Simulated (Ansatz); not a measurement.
# MoP: energy against the total moment, part 3 of 3

Aim: map the energy of MoP against its total spin moment, held by a constraint, beside free and non-magnetic runs and runs in a field. The runs shown use PAW.

Ansatz 0.2.0; DFT PBE; a database cell (COD). Earlier steps stand in the parts before.

## Step 10: Total moment held at 1.6 μB, PAW

input.yaml

```yaml
crystal:
  lattice:
    - [3.223, 0.0, 0.0]
    - [-1.6115, 2.7911998764, 0.0]
    - [0.0, 0.0, 3.191]
  atoms:
    - { symbol: Mo, position: [0.0, 0.0, 0.0], spin: 1.6 }
    - { symbol: P, position: [0.3333333333, 0.6666666667, 0.5] }
magnetization:
  spin_polarized: true
  initial_magnetization: 1.6
  spin_locking: { lock_magnetization: hard }
kpoints:
  mp_grid: { grid: [12, 12, 10] }
scf:
  occupations: { method: fermi_dirac, width: 0.1 }
  lower_state_search: "off"
hamiltonian:
  xc: pbe
  pseudopotentials: { kind: paw }
output:
  forces: true
  stress: true
  eigenvalues: true
  write_density: true
  write_potential: true
  elf: true
  volumetric_format: npy
```

Launch:

```bash
> ansatz run input.yaml --threads 1 --pin off --max-ram 3072MiB --backend cpu --events-out ev --progress --plain --runs-dir out
```

The program printed:

```text
Warning: output.stress: scf.convergence.dr2_threshold = 1e-7 eV (the SCF's general default) is looser than the 2e-10 eV advised for a printed stress (1e-10 eV for each atom of the cell: 2). What an SCF threshold leaves in a stress goes as its square root, and in the free energy as the threshold itself, and one threshold admits the most on a small cell: of the crystals measured, under no hybrid functional and no lock of the moments, on runs that ended without the residual-converged pass, on stresses that held no estimate of that error, the worst erred by over 100 MPa in a component at 1e-7 eV an atom and by under 5 at 1e-10. Set scf.convergence.dr2_threshold to 2e-10 eV or tighter. The threshold is an SCF's pass mark: one that does not reach it within its budget of iterations ends unconverged, or closes short of it on a stop that the run arms, and scf.convergence.dr2_threshold's page says what that costs each kind of run
Engine: ansatz 0.2.0
Pseudopotentials: kind: paw
Pseudopotential: Mo, paw, valence charge 14, recommended cutoff 420 eV (normal)
Pseudopotential: P, paw, valence charge 5, recommended cutoff 420 eV (normal)
Functional definition: PBE
  parameter kappa = 0.804
  parameter beta = 0.06672455060314922
  exchange = pbe_x(kappa = kappa, mu = beta*pi^2/3)
  correlation = pbe_c(beta = beta)
Crystal: 2 atoms, lattice volume = 28.706 Å³
Basis set: ecut = 420 eV, 551 PW (Γ), exchange–correlation on 48×48×48 points (8 copies of the dense FFT grid, shifted against one another)
Bands: 15, of which v1, the nominal top of the filled ones, is band 10 counted from 1 (9 counted from 0)
Symmetry: 12 space group operations
Space group: P-6m2 (ITA 187), of the structure as read, at distance tolerance 3.1e-5 Å
Magnetic group: BNS 187.209 (UNI 1439), of the structure as read, at distance tolerance 3.1e-5 Å
k-points: 114 of 1440 (time reversal used)
Non-local potential: Mo, projectors of the file, l = 0: 3, l = 1: 2, l = 2: 2, l = 3: 1
Non-local potential: P, projectors of the file, l = 0: 2, l = 1: 2, l = 2: 2
PAW form: soft (Blöchl's): semilocal exchange-correlation on the pseudo side does not see the compensation charge
PAW one-centre angular grid: Mo, 590 points (default); XC on 64 Gauss nodes
PAW one-centre angular grid: P, 110 points (default); XC on 64 Gauss nodes
Initial density: superposition of atomic densities (chi_scale 0.1, normalization cell)
Starting moments: Σ|m| = 1.6 μB on 1 of 2 sites
Initial wavefunctions: pseudopotential atomic-orbital guess
Functional: x = pbe(κ = 0.804, μ = 0.2195149727645171), c = pbe(β = 0.06672455060314922)
SCF iter   1: F=—  HF=-5712.748975 eV  |F-HF|=—  |Δ(HF+E_count)|=         —  Δρ=7.00e-2 (↑7.00e-2 ↓3.67e-2)  dr2=3.74e0  dr2_m=2.58e-1  M=1.600 μB ∫|m|=1.600 μB  β_m=0.30  ethr=3.10e-3  ⟨swp⟩=5.5  Hψ=19245  notcnv=0
preconditioner: auto → none  [metal: Δε(μ)=0.030 eV  Ē_g=10.402 eV  σ=0.100 eV  W_gap=0.08  n_scr=8 (ndim 8)  ℏωp=23.0 eV  f_vac=0.000  D(μ)=1.81/eV (n_scr^D=20)  sad-step TF]
SCF iter   2: F=—  HF=-5712.138565 eV  |F-HF|=—  |Δ(HF+E_count)|=   6.10e-1  Δρ=4.12e-2 (↑4.12e-2 ↓2.55e-2)  dr2=1.17e0  dr2_m=1.14e-1  M=1.600 μB ∫|m|=1.600 μB  β_m=0.50  ethr=3.10e-3  ⟨swp⟩=2.5  Hψ=7015  notcnv=0  defer=111
SCF iter   3: F=—  HF=-5711.913195 eV  |F-HF|=—  |Δ(HF+E_count)|=   2.25e-1  Δρ=7.99e-3 (↑5.13e-3 ↓7.99e-3)  dr2=1.15e-2  dr2_m=6.26e-3  M=1.600 μB ∫|m|=1.600 μB  β_m=0.67  ethr=3.10e-3  ⟨swp⟩=2.4  Hψ=5882  notcnv=0  defer=111
SCF iter   4: F=—  HF=-5711.919721 eV  |F-HF|=—  |Δ(HF+E_count)|=   6.53e-3  Δρ=1.14e-3 (↑1.14e-3 ↓9.16e-4)  dr2=1.14e-3  dr2_m=1.03e-4  M=1.600 μB ∫|m|=1.600 μB  β_m=0.68  ethr=6.03e-5  ⟨swp⟩=2.5  Hψ=7222  notcnv=0  defer=104
SCF iter   5: F=—  HF=-5711.919652 eV  |F-HF|=—  |Δ(HF+E_count)|=   6.87e-5  Δρ=4.24e-4 (↑4.24e-4 ↓2.16e-4)  dr2=7.69e-5  dr2_m=1.64e-5  M=1.600 μB ∫|m|=1.600 μB  β_m=0.73  ethr=6.01e-6  ⟨swp⟩=2.2  Hψ=4827  notcnv=0  defer=104
SCF iter   6: F=—  HF=-5711.919662 eV  |F-HF|=—  |Δ(HF+E_count)|=   1.01e-5  Δρ=1.57e-4 (↑1.57e-4 ↓4.91e-5)  dr2=7.32e-6  dr2_m=2.43e-6  M=1.600 μB ∫|m|=1.600 μB  β_m=0.73  ethr=4.05e-7  ⟨swp⟩=2.3  Hψ=5013  notcnv=0  defer=104
SCF iter   7: F=—  HF=-5711.919664 eV  |F-HF|=—  |Δ(HF+E_count)|=   1.50e-6  Δρ=4.10e-5 (↑1.73e-5 ↓4.10e-5)  dr2=8.36e-7  dr2_m=1.39e-7  M=1.600 μB ∫|m|=1.601 μB  β_m=0.77  ethr=3.85e-8  ⟨swp⟩=2.9  Hψ=5568  notcnv=0  defer=104
iter 8 did not close the SCF: its close was put off for a magnetic moment that had not settled (scf_convergence_deferred on its scf_iter line)
SCF iter   8: F=-5711.919664 eV  HF=-5711.919664 eV  |F-HF|=5.81e-9  |Δ(HF+E_count)|=   6.92e-8  Δρ=8.68e-6 (↑5.76e-6 ↓8.68e-6)  dr2=1.21e-8  dr2_m=1.22e-8  M=1.600 μB ∫|m|=1.601 μB  β_m=0.79  ethr=5.26e-10  ⟨swp⟩=10.7  Hψ=22426  notcnv=0
SCF iter   9: F=-5711.919664 eV  HF=-5711.919664 eV  |F-HF|=2.65e-10  |Δ(HF+E_count)|=   1.69e-8  Δρ=2.24e-6 (↑2.24e-6 ↓1.02e-6)  dr2=1.11e-9  dr2_m=6.02e-10  M=1.600 μB ∫|m|=1.601 μB  ethr=6.36e-11  ⟨swp⟩=5.0  Hψ=17048  notcnv=0
SCF 1 converged in 9 iterations: F = -5711.919664 eV  dr2 = 1.11e-9
SCF converged after 9 iterations
Stability checked in part: among states of this total moment the steps that led to this state did not find it unstable. No probe was made; neither looks for a lower state of another moment (fixed_total_moment; see scf.lower_state_search)
Magnetization: 1.6000 μB (10.3000 up, 8.7000 down)
Absolute magnetization: 1.6005 μB (∫|ρ↑−ρ↓|, with the PAW one-centre terms)
Spin contamination: 0.0058 ħ² per cell (⟨S²⟩ above its minimum at these occupations)
Per-site moments (μB) at R_I (Å): [(1.0484487934544215, 1.011104445585813), (0.09375617788394099, 1.011104445585813)]
Free energy (F): -5711.919664 eV
Harris-Foulkes:  -5711.919664 eV  (|F-HF|=2.65e-10)
Internal energy: -5711.852536 eV  (E = F + TS)
E sigma→0 (E₀):  -5711.886100 eV
Entropy (-TS):   -0.067127 eV (-33.564 meV/atom)
Fermi energy:    17.226300 (↑ 18.460685, ↓ 15.991915) eV
--- Per-component energies (eV) ---
  E_band       = -59.477062
  E_kinetic    = 519.985304
  E_local      = -1029.666196  (includes V_loc(G=0)·N_el)
  E_nonlocal   = 178.044506
  E_hartree    = 359.224530
  E_xc         = -247.947191
  E_vxc        = -293.782224  (∫ρ·V_xc dr)
  E_paw        = -3771.493768  (= ΣΔE_a)
  E_vpaw       = -152.506653  (= ΣTr[D̂ρ^β])
  E_aug_tail   = 0.000053  (compensation charges beyond the density's cutoff)
  E_ewald      = -1719.999773
  E_smearing   = -0.067127  (= −TS)
  E_closure    = 0.000000  (closes the sum)
  Σ components = -5711.919664   (vs F -5711.919664, Δ=0.00e0)
--- Forces (eV/Å), atoms counted from 1 ---
  atom   1  Mo     0.00000000    -0.00000000     0.00000000
  atom   2  P      0.00000000    -0.00000000     0.00000000
  max |Σ_I F_I| component: 1.85e-16 eV/Å
--- Stress (GPa, compression-positive) ---
       16.146776      -0.000000       0.000000
       -0.000000      16.146776       0.000000
        0.000000       0.000000      16.904457
  P = ⅓ Tr σ = 16.3993 GPa (163.993 kbar)
--- Band table (eV; the first three rows and the last of 228) ---
  k-point 0 ↑: bands = ["-44.1533", "-18.2783", "-18.2033", "-18.2033", "3.2673", "12.8087", "13.6456", "13.6456", "16.4596", "17.2167", "17.2167", "21.2667", "21.2667", "22.5856", "26.0975"]
  k-point 1 ↑: bands = ["-44.1515", "-18.3068", "-18.2009", "-18.2009", "3.4308", "12.6186", "13.7215", "13.7215", "16.3743", "16.8366", "16.8366", "21.5397", "21.5397", "22.7252", "25.9523"]
  k-point 2 ↑: bands = ["-44.1465", "-18.3808", "-18.1946", "-18.1946", "3.8987", "11.9314", "13.9300", "13.9300", "16.0965", "16.0965", "16.4985", "21.6172", "21.6172", "23.0979", "26.3208"]
  k-point 113 ↓: bands = ["-43.2560", "-17.6738", "-17.4349", "-17.4043", "6.6486", "10.6489", "11.8486", "14.2097", "16.4500", "19.4697", "21.0822", "21.9069", "22.0501", "22.6376", "23.1388"]
```

Run time: 12 s. Hardware: 1 thread of Arm Neoverse V2, shared host; peak memory 0.38 GiB.

Result: total moment 1.60 μB; site moments Mo1 1.05, P2 0.09 μB; pressure 16.40 GPa; no gap.

Density in a lattice plane of the grid's cell (edges 3.22 and 3.19 Å, at 0.667 of the third edge), which holds P.

Ten even steps from '0' (0.06 e/Å³) to '9' (0.93 e/Å³):
```
543222222222223345789876
433322222222223345667765
433333333333333334455544
334444555554443333333333
334556677766554333222223
345677777777765432222222
345677655567765432221122
356776433346776532211122
356764210124676532211122
356764100014676542211122
356764210124676532211122
356776433346776532211122
345677655567765432221122
345677777777765432222222
334556677766554333222223
334444555554443333333333
433333333333333334455544
433322222222223345667765
543222222222223345789876
543222211122222346799986
```
Columns run along the first of these edges and rows up along the second, over one cell in 24 and 20 even steps from the bottom left corner. Atoms in the plane (fractional): P at (0.33, 0.50).

ELF in the same plane.

Ten even steps from ' ' (0.00) to '@' (0.77):
```
--::::::------------------::::::::--==========--
::------====++++++++++====----::::--------------
----==++******########****++==--::::::::----::::
--==**##%%%%%%%%%%%%%%%%%%##**==--::::::::::::::
==**##@@@@@@@@@@@@@@@@@@@@@@##**==--::::..::::--
**##@@@@@@@@%%####%%%%@@@@@@@@##**==--::::::--==
##%%@@@@@@##**==--==++##@@@@@@%%##++--::::::--++
%%@@@@@@##++::..  ..::++##@@@@@@%%**==--::--==**
%%@@@@%%**--          ::**%%@@@@%%**==------++**
%%@@@@%%++::          ..++%%@@@@%%**++------++**
%%@@@@%%**--          ::**%%@@@@%%**==------++**
%%@@@@@@##++::..  ..::++##@@@@@@%%**==--::--==**
##%%@@@@@@##**==--==++##@@@@@@%%##++--::::::--++
**##@@@@@@@@%%####%%%%@@@@@@@@##**==--::::::--==
==**##@@@@@@@@@@@@@@@@@@@@@@##**==--::::..::::--
--==**##%%%%%%%%%%%%%%%%%%##**==--::::::::::::::
----==++******########****++==--::::::::----::::
::------====++++++++++====----::::--------------
--::::::------------------::::::::--==========--
--::::::::::::::::::::::::::::::::--====++++==--
```
Columns run along the first of these edges and rows up along the second, over one cell in 24 and 20 even steps from the bottom left corner. Atoms in the plane (fractional): P at (0.33, 0.50).

Both are smooth fields of the valence electrons: close to the nuclei they are not physical.

Spin density (up less down) in a lattice plane of the grid's cell (edges 3.22 and 3.19 Å, at 0.667 of the third edge), which holds P.

Values in e/Å³, 12 rows by 12 columns:
```
0.09 0.06 0.03 0.01 0.00 0.01 0.03 0.05 0.09 0.12 0.14 0.12
0.06 0.04 0.02 0.01 0.00 0.01 0.02 0.04 0.06 0.08 0.09 0.08
0.04 0.04 0.03 0.01 0.01 0.01 0.02 0.03 0.04 0.05 0.05 0.05
0.02 0.03 0.02 0.02 0.01 0.02 0.02 0.03 0.02 0.02 0.02 0.02
0.01 0.01 0.02 0.01 0.00 0.01 0.02 0.01 0.01 0.01 0.01 0.01
0.00 0.01 0.01 0.00 0.00 0.00 0.01 0.01 0.00 0.00 0.00 0.00
0.01 0.01 0.02 0.01 0.00 0.01 0.02 0.01 0.01 0.01 0.01 0.01
0.02 0.03 0.02 0.02 0.01 0.02 0.02 0.03 0.02 0.02 0.02 0.02
0.04 0.04 0.03 0.01 0.01 0.01 0.02 0.03 0.04 0.05 0.05 0.05
0.06 0.04 0.02 0.01 0.00 0.01 0.02 0.04 0.06 0.08 0.09 0.08
0.09 0.06 0.03 0.01 0.00 0.01 0.03 0.05 0.09 0.12 0.14 0.12
0.11 0.06 0.03 0.01 0.00 0.01 0.03 0.06 0.10 0.14 0.17 0.15
```
Columns run along the first of these edges and rows up along the second, over one cell in 12 and 12 even steps from the bottom left corner. Atoms in the plane (fractional): P at (0.33, 0.50).

Outside the cores ELF peaks at 0.82 on the P–Mo line, 0.8 Å from P; 0.81 beside P, off the lines to its neighbours, 0.9 Å from P.

## Step 11: Field of 200 T on the spins, PAW

input.yaml

```yaml
crystal:
  lattice:
    - [3.223, 0.0, 0.0]
    - [-1.6115, 2.7911998764, 0.0]
    - [0.0, 0.0, 3.191]
  atoms:
    - { symbol: Mo, position: [0.0, 0.0, 0.0], spin: 0.05 }
    - { symbol: P, position: [0.3333333333, 0.6666666667, 0.5] }
magnetization:
  spin_polarized: true
  magnetic_field: 200
kpoints:
  mp_grid: { grid: [12, 12, 10] }
scf:
  occupations: { method: fermi_dirac, width: 0.1 }
  convergence: { dr2_threshold: 1.0e-10 }
  lower_state_search: "off"
hamiltonian:
  xc: pbe
  pseudopotentials: { kind: paw }
output:
  forces: true
  stress: true
  eigenvalues: true
```

Launch:

```bash
> ansatz run input.yaml --threads 1 --pin off --max-ram 3072MiB --backend cpu --events-out ev --progress --plain --runs-dir out
```

The program printed, cut to the lines that bear on the results:

```text
[...]
[... 4 set-up lines as earlier in the session ...]
[...]
Crystal: 2 atoms, lattice volume = 28.706 Å³
Basis set: ecut = 420 eV, 551 PW (Γ), exchange–correlation on 48×48×48 points (8 copies of the dense FFT grid, shifted against one another)
[...]
  atom   2  P      0.00000000    -0.00000000     0.00000000
[...]
--- Stress (GPa, compression-positive) ---
        3.021816      -0.000000       0.000000
        0.000000       3.021816       0.000000
        0.000000       0.000000       2.255582
  P = ⅓ Tr σ = 2.7664 GPa (27.664 kbar)
--- Band table (eV; the first three rows and the last of 228) ---
  k-point 0 ↑: bands = ["-43.9461", "-18.0986", "-17.8887", "-17.8887", "3.3222", "13.0722", "13.9468", "13.9468", "16.5400", "17.5185", "17.5185", "21.3774", "21.3774", "22.8017"]
[...]
```

It took 11 s on 1 thread of Arm Neoverse V2, shared host; peak memory 0.37 GiB.

Read from it: total moment 0.01 μB; site moments Mo1 0.01, P2 0.00 μB; pressure 2.77 GPa; no gap.

## Step 12: Field of 1000 T on the spins, PAW

Edit input.yaml of step 11 so:

```diff
@@ -10,3 +10,3 @@
   spin_polarized: true
-  magnetic_field: 200
+  magnetic_field: 1000
 kpoints:
```

Launch:

```bash
> ansatz run input.yaml --threads 1 --pin off --max-ram 3072MiB --backend cpu --events-out ev --progress --plain --runs-dir out
```

The program printed, cut to the lines that bear on the results:

```text
[...]
[... 4 set-up lines as earlier in the session ...]
[...]
Crystal: 2 atoms, lattice volume = 28.706 Å³
Basis set: ecut = 420 eV, 551 PW (Γ), exchange–correlation on 48×48×48 points (8 copies of the dense FFT grid, shifted against one another)
[...]
  atom   2  P      0.00000000    -0.00000000     0.00000000
[...]
--- Stress (GPa, compression-positive) ---
        3.059344       0.000000       0.000000
        0.000000       3.059344       0.000000
        0.000000       0.000000       2.254748
  P = ⅓ Tr σ = 2.7911 GPa (27.911 kbar)
--- Band table (eV; the first three rows and the last of 228) ---
  k-point 0 ↑: bands = ["-44.0079", "-18.1593", "-17.9534", "-17.9534", "3.2727", "13.0167", "13.8877", "13.8877", "16.4899", "17.4531", "17.4531", "21.3238", "21.3238", "22.7534"]
[...]
```

Wall time 10 s (1 thread of Arm Neoverse V2, shared host); peak memory 0.37 GiB.

Read from it: total moment 0.07 μB; site moments Mo1 0.05, P2 0.00 μB; pressure 2.79 GPa; no gap.

## Step 13: Field of 3000 T on the spins, PAW

Edit input.yaml of step 12 so:

```diff
@@ -10,3 +10,3 @@
   spin_polarized: true
-  magnetic_field: 1000
+  magnetic_field: 3000
 kpoints:
```

Launch:

```bash
> ansatz run input.yaml --threads 1 --pin off --max-ram 3072MiB --backend cpu --events-out ev --progress --plain --runs-dir out
```

The program printed, cut to the lines that bear on the results:

```text
[...]
[... 4 set-up lines as earlier in the session ...]
[...]
Crystal: 2 atoms, lattice volume = 28.706 Å³
Basis set: ecut = 420 eV, 551 PW (Γ), exchange–correlation on 48×48×48 points (8 copies of the dense FFT grid, shifted against one another)
[...]
  atom   2  P      0.00000000    -0.00000000     0.00000000
[...]
--- Stress (GPa, compression-positive) ---
        3.330097       0.000000       0.000000
        0.000000       3.330097       0.000000
        0.000000       0.000000       2.289218
  P = ⅓ Tr σ = 2.9831 GPa (29.831 kbar)
--- Band table (eV; the first three rows and the last of 228) ---
  k-point 0 ↑: bands = ["-44.1615", "-18.3140", "-18.1121", "-18.1121", "3.1499", "12.8785", "13.7429", "13.7429", "16.3658", "17.2890", "17.2890", "21.1915", "21.1915", "22.6335"]
[...]
```

Run time: 9 s. Hardware: 1 thread of Arm Neoverse V2, shared host; peak memory 0.37 GiB.

Result: total moment 0.20 μB; site moments Mo1 0.14, P2 0.01 μB; pressure 2.98 GPa; no gap.

## Step 14: Side by side

The reference is each method's run without spin polarisation. Energies of runs in a field hold the field's term.

```
                              run  method  energy from the method's reference (meV/atom)  total moment (μB)  largest site moment (μB)  cycles   time
free moments from the typed start     PAW                                            0.0               0.00                      0.00      15   16 s
             no spin polarisation     PAW                                            0.0                  –                         –       6    4 s
        total moment held at 0 μB     PAW                                            0.0               0.00                      0.00       8  3.6 s
      total moment held at 0.2 μB     PAW                                            8.7               0.20                      0.14      10   13 s
      total moment held at 0.4 μB     PAW                                           37.5               0.40                      0.28      10  9.3 s
      total moment held at 0.6 μB     PAW                                           86.9               0.60                      0.42      10  8.9 s
      total moment held at 0.9 μB     PAW                                          194.2               0.90                      0.63       9  8.1 s
      total moment held at 1.2 μB     PAW                                          343.6               1.20                      0.81       9  8.4 s
      total moment held at 1.6 μB     PAW                                          578.2               1.60                      1.05       9   12 s
      field of 200 T on the spins     PAW                                            0.0               0.01                      0.01      15   11 s
     field of 1000 T on the spins     PAW                                           -1.0               0.07                      0.05      13   10 s
     field of 3000 T on the spins     PAW                                           -8.6               0.20                      0.14      12    9 s
```

## Step 15: Results

This closing draws on all 3 parts.

```
               quantity          value
      free moment (PAW)   0.00 μB/cell
gain by magnetism (PAW)   0.0 meV/atom
  moment in 200 T (PAW)  0.013 μB/cell
```

In words: By PAW the moments die away or gain nothing: the crystal is non-magnetic at this level. Among the values held (PAW) the energy is lowest at 0.00 μB (-0.0 meV/atom) and highest at 1.60 μB (+578.2). A field of 200 T moves the moment from 0.000 to 0.013 μB a cell, 0.067 μB per 1000 T if taken as linear, which it needn't be. Spin fluctuations and temperature are left out. The magnetic state is the one reached from the start moments in this cell; it needn't be the ground state. The k mesh (12×12×10) wasn't tested for convergence.
